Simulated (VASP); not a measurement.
These are vdW-DF2, VASP's PBE PAW potentials (set 64) (plane waves; VASP) values and carry that method's errors.

A VASP calculation is set up with these files.

**KPOINTS**
```
Automatic
0
Gamma
  6 6 6
0 0 0
```

File POSCAR:
```
CsCl
4.124050
  0.9999998879   0.0000000000   0.0000000000
  0.0000000000   0.9999998879   0.0000000000
  0.0000000000   0.0000000000   0.9999998879
Cs Cl
1 1
Cart
  0.0000000000   0.0000000000   0.0000000000
  0.4999999440   0.4999999440   0.4999999440
```

### INCAR
```
SYSTEM = CsCl
PREC = Accurate; ENCUT = 520; LREAL = F
LASPH = T
EDIFF = 1E-7; NELM = 100; ALGO = Normal
LMAXMIX = 4
ISMEAR = 0; SIGMA = 0.05
GGA = ML; LUSE_VDW = T; AGGAC = 0.0
ZAB_VDW = -1.8867
ISIF = 2
LWAVE = F; LCHARG = F
```

POTCAR, in this order: Cs_sv Cl (PBE.64 set). Program: vasp_std.

Output of the run:

File OSZICAR:
```
       N       E                     dE             d eps       ncg     rms          rms(c)
DAV:   1     0.107722206043E+03    0.10772E+03   -0.70274E+03   480   0.115E+03
DAV:   2     0.405327679127E+01   -0.10367E+03   -0.97812E+02   732   0.193E+02
DAV:   3    -0.312528607162E+01   -0.71786E+01   -0.71592E+01   620   0.590E+01
DAV:   4    -0.319776505895E+01   -0.72479E-01   -0.72433E-01   572   0.715E+00
DAV:   5    -0.319890040009E+01   -0.11353E-02   -0.11352E-02   608   0.890E-01    0.254E+00
DAV:   6    -0.270327635682E+01    0.49562E+00   -0.89922E-01   556   0.558E+00    0.172E+00
DAV:   7    -0.263612236053E+01    0.67154E-01   -0.25210E-01   664   0.309E+00    0.114E+00
DAV:   8    -0.262665399443E+01    0.94684E-02   -0.19844E-02   560   0.126E+00    0.150E-01
DAV:   9    -0.262566299588E+01    0.99100E-03   -0.36336E-03   668   0.447E-01    0.963E-02
DAV:  10    -0.262581242587E+01   -0.14943E-03   -0.36261E-04   536   0.215E-01    0.246E-02
DAV:  11    -0.262583312114E+01   -0.20695E-04   -0.26203E-05   580   0.680E-02    0.637E-03
DAV:  12    -0.262583395566E+01   -0.83452E-06   -0.42471E-06   556   0.217E-02    0.493E-03
DAV:  13    -0.262583359036E+01    0.36530E-06   -0.91257E-07   588   0.557E-03    0.875E-04
DAV:  14    -0.262583367246E+01   -0.82101E-07   -0.75122E-08   376   0.187E-03
   1 F= -.26258337E+01 E0= -.26258337E+01  d E =-.559333E-11
```

### OUTCAR
```
------------------------ aborting loop because EDIFF is reached ----------------------------------------
  FORCE on cell =-STRESS in cart. coord.  units (eV):
  Direction    XX          YY          ZZ          XY          YZ          ZX
  --------------------------------------------------------------------------------------
  Total        0.5993011      0.5993011      0.5993011     -0.0000000      0.0000000      0.0000000
  in kB       13.6893889     13.6893889     13.6893889     -0.0000000      0.0000000      0.0000000
  external PRESSURE =      13.6893889 kB  Pullay stress =       0.0000000 kB
  volume of cell :       70.14
      direct lattice vectors                 reciprocal lattice vectors
     4.124049538  0.000000000  0.000000000     0.242480113  0.000000000  0.000000000
     0.000000000  4.124049538  0.000000000     0.000000000  0.242480113  0.000000000
     0.000000000  0.000000000  4.124049538     0.000000000  0.000000000  0.242480113
 POSITION                                       TOTAL-FORCE (eV/Angst)
 -----------------------------------------------------------------------------------
      0.00000      0.00000      0.00000         0.000000      0.000000      0.000000
      2.06202      2.06202      2.06202         0.000000      0.000000      0.000000
 -----------------------------------------------------------------------------------
    total drift:                                0.000000      0.000000     -0.000000
  FREE ENERGIE OF THE ION-ELECTRON SYSTEM (eV)
  ---------------------------------------------------
  free  energy   TOTEN  =        -2.6258336725 eV

  energy  without entropy=       -2.6258336725  energy(sigma->0) =       -2.62583367
```
(Selected blocks of OUTCAR.)

The compound is CsCl in the CsCl type structure. This cell is one point of a volume scan, at 0.94 of the reference volume.
